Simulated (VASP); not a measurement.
# Ag in VASP: notebook, part 2 of 2

VASP 6.6.1. The steps go on from the part before.

### Step 4. Work function, PBEsol

File INCAR:

```
PREC = Accurate
ENCUT = 520
EDIFF = 1E-6
ISMEAR = 0
SIGMA = 0.1
LREAL = F
LASPH = T
NELM = 100
ALGO = Normal
ISIF = 2
LWAVE = F
LCHARG = T
GGA = PS
LELF = T
LVHAR = T
LVACPOTAV = T
```

File KPOINTS:

```
regular mesh
0
Gamma
  12 8 1
```

File POSCAR:

```
Ag
1.0
    4.0860000000      0.0000000000      0.0000000000
    0.0000000000      2.8892383079      0.0000000000
    0.0000000000      0.0000000000     25.5569532317
Ag
9
Direct
    0.0000000000      0.0000000000      0.2738980635
    0.5000000000      0.5000000000      0.3304235477
    0.0000000000      0.0000000000      0.3869490318
    0.5000000000      0.5000000000      0.4434745159
    0.0000000000      0.0000000000      0.5000000000
    0.5000000000      0.5000000000      0.5565254841
    0.0000000000      0.0000000000      0.6130509682
    0.5000000000      0.5000000000      0.6695764523
    0.0000000000      0.0000000000      0.7261019365
```

Potentials or basis: VASP PAW PBE potentials, release 64 (Ag).

Run with:

```sh
$ cat potpaw_PBE.64/Ag/POTCAR > POTCAR
$ mpirun -np 1 vasp_std > vasp.out
```

OUTCAR:

```text
PREC = Accurate
   ENCUT = 520
   EDIFF = 1E-6
   ISMEAR = 0
   LREAL = F
   LASPH = T
   NELM = 100
   ISIF = 2
   GGA = PS

 ion  position               nearest neighbor table
   1  0.000  0.000  0.274-   2 2.89   2 2.89   2 2.89   2 2.89   3 2.89
   2  0.500  0.500  0.330-   4 2.89   3 2.89   3 2.89   3 2.89   3 2.89   1 2.89   1 2.89   1 2.89
                             1 2.89
   3  0.000  0.000  0.387-   5 2.89   4 2.89   2 2.89   2 2.89   4 2.89   2 2.89   4 2.89   2 2.89
                             4 2.89   1 2.89
   4  0.500  0.500  0.443-   2 2.89   6 2.89   5 2.89   3 2.89   3 2.89   5 2.89   3 2.89   5 2.89
                             3 2.89   5 2.89
   5  0.000  0.000  0.500-   3 2.89   7 2.89   6 2.89   4 2.89   4 2.89   6 2.89   4 2.89   6 2.89
                             4 2.89   6 2.89
   6  0.500  0.500  0.557-   4 2.89   8 2.89   7 2.89   5 2.89   5 2.89   7 2.89   5 2.89   7 2.89
                             5 2.89   7 2.89
   7  0.000  0.000  0.613-   5 2.89   6 2.89   8 2.89   6 2.89   8 2.89   6 2.89   8 2.89   6 2.89
                             8 2.89   9 2.89
   8  0.500  0.500  0.670-   6 2.89   7 2.89   7 2.89   7 2.89   7 2.89   9 2.89   9 2.89   9 2.89
                             9 2.89
   9  0.000  0.000  0.726-   8 2.89   8 2.89   8 2.89   8 2.89   7 2.89

  LATTYP: Found a simple orthorhombic cell.
[... 1691 lines left out ...]
     58       7.2526      0.00000
     59       7.7558      0.00000

 [... further k-points ...]

------------------------ aborting loop because EDIFF is reached ----------------------------------------

  FORCE on cell =-STRESS in cart. coord.  units (eV):
  Direction    XX          YY          ZZ          XY          YZ          ZX
  --------------------------------------------------------------------------------------
  -------------------------------------------------------------------------------------
  Total       -4.9933405     -3.9726975     -3.5582486     -0.0000000      0.0000000      0.0000000
  in kB      -26.5161801    -21.0962504    -18.8953989     -0.0000000      0.0000000      0.0000000
  external PRESSURE =     -22.1692765 kB  Pullay stress =       0.0000000 kB

 VOLUME and BASIS-vectors are now :
 -----------------------------------------------------------------------------
  energy-cutoff  :      520.00
  volume of cell :      301.71
      direct lattice vectors                 reciprocal lattice vectors
     4.086000000  0.000000000  0.000000000     0.244738130  0.000000000  0.000000000
     0.000000000  2.889238308  0.000000000     0.000000000  0.346111983  0.000000000
     0.000000000  0.000000000 25.556953232     0.000000000  0.000000000  0.039128295

 POSITION                                       TOTAL-FORCE (eV/Angst)
 -----------------------------------------------------------------------------------
      0.00000      0.00000      7.00000        -0.000000     -0.000000      0.455609
      2.04300      1.44462      8.44462        -0.000000     -0.000000     -0.205899
      0.00000      0.00000      9.88924        -0.000000      0.000000     -0.018539
      2.04300      1.44462     11.33386        -0.000000     -0.000000      0.034432
      0.00000      0.00000     12.77848        -0.000000     -0.000000      0.000000
      2.04300      1.44462     14.22310        -0.000000     -0.000000     -0.034432
      0.00000      0.00000     15.66771         0.000000     -0.000000      0.018539
      2.04300      1.44462     17.11233         0.000000     -0.000000      0.205899
      0.00000      0.00000     18.55695         0.000000      0.000000     -0.455609
 -----------------------------------------------------------------------------------
    total drift:                                0.000000      0.000000      0.000000

  FREE ENERGIE OF THE ION-ELECTRON SYSTEM (eV)
  ---------------------------------------------------
  free  energy   TOTEN  =       -27.9285237579 eV

  energy  without entropy=      -27.9101261617  energy(sigma->0) =      -27.91932496
```

It took 14 min on 1 thread of Intel Xeon Platinum 8488C (Sapphire Rapids), shared host; peak memory 0.64 GiB.

What came out:

```yaml
Free_energy: -27.9285 eV
Largest_force: 0.456 eV/Å
Band_gap_on_the_k_mesh: none (metal or under the smearing width)
```

Forces in eV/Å, atoms in the order of the input:
```
Ag   0.000  0.000  0.456
Ag   0.000  0.000 -0.206
Ag   0.000  0.000 -0.019
Ag   0.000  0.000  0.034
Ag   0.000  0.000  0.000
Ag   0.000  0.000 -0.034
Ag   0.000  0.000  0.019
Ag   0.000  0.000  0.206
Ag   0.000  0.000 -0.456
```

Levels at points of the mesh, in eV from the Fermi level:
```
           k point  band 46  band 47  band 48  band 49  band 50  band 51  band 52  band 53  band 54  band 55
(0.00, 0.00, 0.00)    -2.87    -2.80    -2.71    -2.46    -1.22     0.29     1.94     2.02     3.18     3.53
(0.50, 0.00, 0.00)    -2.90    -2.87    -2.86    -2.53    -2.12    -1.72    -1.21    -0.51    -0.02     1.19
(0.00, 0.50, 0.00)    -0.41    -0.40    -0.05    -0.04     0.50     0.60     1.16     1.44     1.75     4.23
(0.50, 0.50, 0.00)     0.02     0.06     1.12     1.25     2.54     2.78     3.66     3.66     3.81     3.88
```

Caveat: the PAW data sets were made with another functional, which shifts forces and pressure a little.

### Step 5. The runs side by side

| level | potentials or basis | gap on the mesh (eV) | largest force (eV/Å) |
| --- | --- | --- | --- |
| PBE | VASP PAW PBE potentials, release 64 (Ag) | none | 0.32 |
| LDA | VASP PAW LDA potentials, release 64 (Ag) | none | 0.73 |
| PBEsol | VASP PAW PBE potentials, release 64 (Ag) | none | 0.46 |

Alike in all rows: task work function; no spin polarisation; cell as given; k mesh 12 × 8 × 1; cutoff (eV) 520; smearing gaussian 0.1 eV.

Caveats: the PAW data sets were made with another functional, which shifts forces and pressure a little (some runs).

Absolute energies hang on the potentials; compare differences alone.
